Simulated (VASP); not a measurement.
# BiTe (R-3m) in VASP: a series of runs, part 2 of 2

VASP 6.6.1.

## (3) Single point, PBE

Input file INCAR:

```
PREC = Accurate
ENCUT = 450
EDIFF = 1E-7
ISMEAR = 0
SIGMA = 0.05
LREAL = Auto
LASPH = T
NELM = 100
ALGO = Normal
ISIF = 2
LWAVE = F
LCHARG = F
GGA = PE
NBANDS = 18
ADDGRID = F
```

Input file KPOINTS:

```
Automatic mesh
0
Gamma
  6 6 6
```

Input file POSCAR:

```
BiTe
1.0
    2.4227077728      1.3987509848      3.3172919545
   -2.4227077728      1.3987509848      3.3172919545
    0.0000000000     -2.7975019696      3.3172919545
Bi Te
1 1
Direct
    0.5120250000      0.5038480000      0.5048510000
   -0.0040940000     -0.0152210000     -0.0035880000
```

Potentials or basis: VASP PAW PBE potentials, release 64 (Bi_d, Te).

On the command line:

```sh
$ cat potpaw_PBE.64/Bi_d/POTCAR potpaw_PBE.64/Te/POTCAR > POTCAR
$ mpirun -np 1 vasp_std > vasp.out
```

Wall time 1.9 min (1 thread of Intel Xeon 6975P-C (Granite Rapids), shared host); peak memory 0.2 GiB.

The run converged, but some of its settings lie outside the range that counts as converged, so its numbers aren't taken as properties of the crystal.

What came out:

```yaml
Free_energy: -7.1699 eV
Pressure: 0.1 GPa
Largest_force: 0.241 eV/Å
Band_gap_on_the_k_mesh: none (metal or under the smearing width)
```

Caveat: spin-orbit coupling is left out, which moves the levels of the heavy elements.

## (4) Single point, PBE

Changes to INCAR since step 3:

```diff
@@ -2,6 +2,6 @@
 ENCUT = 450
-EDIFF = 1E-7
+EDIFF = 0.01
 ISMEAR = 0
 SIGMA = 0.05
-LREAL = Auto
+LREAL = F
 LASPH = T
```

KPOINTS is that of step 3.

Input file POSCAR:

```
BiTe
1.0
    2.4227077728      1.3987509848      3.3172919545
   -2.4227077728      1.3987509848      3.3172919545
    0.0000000000     -2.7975019696      3.3172919545
Bi Te
1 1
Direct
    0.5000000000      0.5000000000      0.5000000000
    0.0000000000      0.0000000000      0.0000000000
```

Potentials or basis: VASP PAW PBE potentials, release 64 (Bi_d, Te).

On the command line:

```sh
$ cat potpaw_PBE.64/Bi_d/POTCAR potpaw_PBE.64/Te/POTCAR > POTCAR
$ mpirun -np 1 vasp_std > vasp.out
```

OUTCAR:

```text
PREC = Accurate
   ENCUT = 450
   EDIFF = 0.01
   ISMEAR = 0
   LREAL = F
   LASPH = T
   NELM = 100
   ISIF = 2
   GGA = PE

 Found     32 irreducible k-points:

 Following reciprocal coordinates:
            Coordinates               Weight
  0.000000  0.000000  0.000000      1.000000
  0.166667 -0.000000  0.000000      6.000000
  0.333333 -0.000000  0.000000      6.000000
  0.500000 -0.000000  0.000000      3.000000
  0.166667  0.166667  0.000000      6.000000
  0.333333  0.166667  0.000000     12.000000
   k-points           NKPTS =     32   k-points in BZ     NKDIM =     32   number of bands    NBANDS=     18
   number of dos      NEDOS =    301   number of ions     NIONS =      2
   total plane-waves  NPLWV =  27000
   dimension x,y,z NGX =    30 NGY =   30 NGZ =   30
   dimension x,y,z NGXF=    60 NGYF=   60 NGZF=   60
   ions per type =               1   1
   NGX,Y,Z   is equivalent  to a cutoff of  11.49, 11.49, 11.49 a.u.
   NGXF,Y,Z  is equivalent  to a cutoff of  22.99, 22.99, 22.99 a.u.
 SYSTEM =  unknown system
   PREC   = accura    normal or accurate (medium, high low for compatibility)
   ISTART =      0    job   : 0-new  1-cont  2-samecut
   ICHARG =      2    charge: 1-file 2-atom 10-const
   ISPIN  =      1    spin polarized calculation?
   LNONCOLLINEAR =      F non collinear calculations
   LSORBIT =      F    spin-orbit coupling
   LASPH  =      T    aspherical Exc in radial PAW
   ENCUT  =  450.0 eV  33.07 Ry    5.75 a.u.   7.51  7.51  7.51*2*pi/ulx,y,z
   NELM   =    100;   NELMIN=  2; NELMDL= -5     # of ELM steps
   EDIFF  = 0.1E-01   stopping-criterion for ELM
   LREAL  =      F    real-space projection
   EDIFFG = 0.1E+00   stopping-criterion for IOM
   NSW    =      0    number of steps for IOM
   IBRION =     -1    ionic relax: 0-MD 1-quasi-New 2-CG
[... 26 lines left out ...]
 non-spin polarized calculation
 Gauss-broadening in eV      SIGMA  =   0.05
  energy-cutoff  :      450.00
  volume of cell :       67.45
 maximum number of plane-waves:      1487
   NGX = 15   NGY = 15   NGZ = 15

 number of electron      20.9999993 magnetization

 Free energy of the ion-electron system (eV)
  ---------------------------------------------------
  ext. energy  EPLUGINS =         0.00000000
  ---------------------------------------------------
  free energy    TOTEN  =        -7.18426949 eV

  energy without entropy =       -7.18219315  energy(sigma->0) =       -7.18323132

 E-fermi :   6.6377     XC(G=0):  -9.4799

 val. band max:        6.6236820358   @ k =   0.5000   0.3333   0.1667
 cond. band min:       6.6739641399   @ k =   0.3333   0.3333   0.1667
 fundamental gap:      0.0502821042
 Fermi energy:         6.6377270993

 k-point     1 :       0.0000    0.0000    0.0000
  band No.  band energies     occupation
      1     -16.5998      2.00000
      2     -16.5998      2.00000
      3     -16.5914      2.00000
      4     -16.5914      2.00000
      5     -16.5753      2.00000
      6      -6.8087      2.00000
[... 10 lines left out ...]
     17      13.3255      0.00000
     18      13.5607      0.00000

 k-point     2 :       0.1667   -0.0000    0.0000
  band No.  band energies     occupation
      1     -16.6000      2.00000
      2     -16.5996      2.00000
      3     -16.5924      2.00000
      4     -16.5893      2.00000
      5     -16.5748      2.00000
      6      -6.5727      2.00000
[... 10 lines left out ...]
     17      14.1848      0.00000
     18      14.6183      0.00000

 k-point     3 :       0.3333   -0.0000    0.0000
  band No.  band energies     occupation
      1     -16.6008      2.00000
      2     -16.6002      2.00000
      3     -16.5933      2.00000
      4     -16.5857      2.00000
      5     -16.5727      2.00000
      6      -5.8815      2.00000
[... 10 lines left out ...]
     17      15.4207      0.00000
     18      16.3836      0.00000

 k-point     4 :       0.5000   -0.0000    0.0000
  band No.  band energies     occupation
      1     -16.6012      2.00000
      2     -16.6012      2.00000
      3     -16.5931      2.00000
      4     -16.5845      2.00000
      5     -16.5709      2.00000
      6      -4.8777      2.00000
[... 10 lines left out ...]
     17      14.5081      0.00000
     18      17.5340      0.00000

 k-point     5 :       0.1667    0.1667    0.0000
  band No.  band energies     occupation
      1     -16.6017      2.00000
      2     -16.5990      2.00000
      3     -16.5918      2.00000
      4     -16.5874      2.00000
      5     -16.5749      2.00000
      6      -6.4794      2.00000
[... 10 lines left out ...]
     17      13.5221      0.00000
     18      13.8945      0.00000

 k-point     6 :       0.3333    0.1667    0.0000
  band No.  band energies     occupation
      1     -16.6036      2.00000
      2     -16.5991      2.00000
      3     -16.5922      2.00000
      4     -16.5837      2.00000
      5     -16.5732      2.00000
      6      -5.9441      2.00000
[... 10 lines left out ...]
     17      14.8771      0.00000
     18      15.5860      0.00000

 [... further k-points ...]
[... 5 lines left out ...]
  --------------------------------------------------------------------------------------
  -------------------------------------------------------------------------------------
  Total        0.5566352      0.5566352      0.4049163      0.0000000      0.0000000      0.0000000
  in kB       13.2222341     13.2222341      9.6183256      0.0000000      0.0000000      0.0000000
  external PRESSURE =      12.0209313 kB  Pullay stress =       0.0000000 kB

 VOLUME and BASIS-vectors are now :
 -----------------------------------------------------------------------------
  energy-cutoff  :      450.00
  volume of cell :       67.45
      direct lattice vectors                 reciprocal lattice vectors
     2.422707773  1.398750985  3.317291954     0.206380648  0.119153923  0.100483568
    -2.422707773  1.398750985  3.317291954    -0.206380648  0.119153923  0.100483568
     0.000000000 -2.797501970  3.317291954     0.000000000 -0.238307845  0.100483568

 POSITION                                       TOTAL-FORCE (eV/Angst)
 -----------------------------------------------------------------------------------
      0.00000      0.00000      4.97594         0.000000     -0.000000      0.000000
      0.00000      0.00000      0.00000         0.000000      0.000000     -0.000000
 -----------------------------------------------------------------------------------
    total drift:                               -0.000000      0.000000      0.000000

  FREE ENERGIE OF THE ION-ELECTRON SYSTEM (eV)
  ---------------------------------------------------
  free  energy   TOTEN  =        -7.1842694888 eV

  energy  without entropy=       -7.1821931489  energy(sigma->0) =       -7.18323132
```

OSZICAR:

```text
N       E                     dE             d eps       ncg     rms          rms(c)
DAV:   1     0.150609482327E+03    0.15061E+03   -0.91557E+03  1152   0.100E+03
DAV:   2     0.440384064107E+01   -0.14621E+03   -0.14260E+03  1258   0.287E+02
DAV:   3    -0.691305592365E+01   -0.11317E+02   -0.11177E+02  1404   0.860E+01
DAV:   4    -0.721205852791E+01   -0.29900E+00   -0.29878E+00  1450   0.152E+01
DAV:   5    -0.722382799337E+01   -0.11769E-01   -0.11769E-01  1566   0.278E+00    0.578E+00
DAV:   6    -0.718051798880E+01    0.43310E-01   -0.13975E-01  1438   0.223E+00    0.358E+00
DAV:   7    -0.718426948878E+01   -0.37515E-02   -0.36999E-02  1268   0.952E-01
   1 F= -.71842695E+01 E0= -.71832313E+01  d E =-.207634E-02
```

stdout:

```text
POSCAR found type information on POSCAR BiTe
 POSCAR found :  2 types and       2 ions
 scaLAPACK will be used
 LDA part: xc-table for (Slater+PW92), standard interpolation
 POSCAR, INCAR and KPOINTS ok, starting setup
 FFT: planning ... GRIDC
 FFT: planning ... GRID_SOFT
 FFT: planning ... GRID
 WAVECAR not read
 entering main loop
```

It took 10 s on 1 thread of Intel Xeon 6975P-C (Granite Rapids), shared host; peak memory 0.18 GiB.

These settings aren't checked as converged: the numbers below hold their error.

What came out:

- Free energy: -7.1843 eV
- Pressure: 1.2 GPa
- Band gap on the k mesh: none (metal or under the smearing width)

Caveat: spin-orbit coupling is left out, which moves the levels of the heavy elements.

## (5) Single point, PBE

INCAR is that of step 4.

KPOINTS is that of step 4.

Input file POSCAR:

```
BiTe
1.0
    2.4227077728      1.3987509848      3.3172919545
   -2.4227077728      1.3987509848      3.3172919545
    0.0000000000     -2.7975019696      3.3172919545
Bi Te
1 1
Direct
    0.5120250000      0.5038480000      0.5048510000
   -0.0040940000     -0.0152210000     -0.0035880000
```

On the command line:

```sh
$ cat potpaw_PBE.64/Bi_d/POTCAR potpaw_PBE.64/Te/POTCAR > POTCAR
$ mpirun -np 1 vasp_std > vasp.out
```

Run time: 35 s. Hardware: 1 thread of Intel Xeon 6975P-C (Granite Rapids), shared host; peak memory 0.24 GiB.

The run converged, but some of its settings lie outside the range that counts as converged, so its numbers aren't taken as properties of the crystal.

Results:

- Free energy: -7.1681 eV
- Pressure: 1.4 GPa
- Largest force: 0.229 eV/Å
- Band gap on the k mesh: none (metal or under the smearing width)

Caveat: spin-orbit coupling is left out, which moves the levels of the heavy elements.
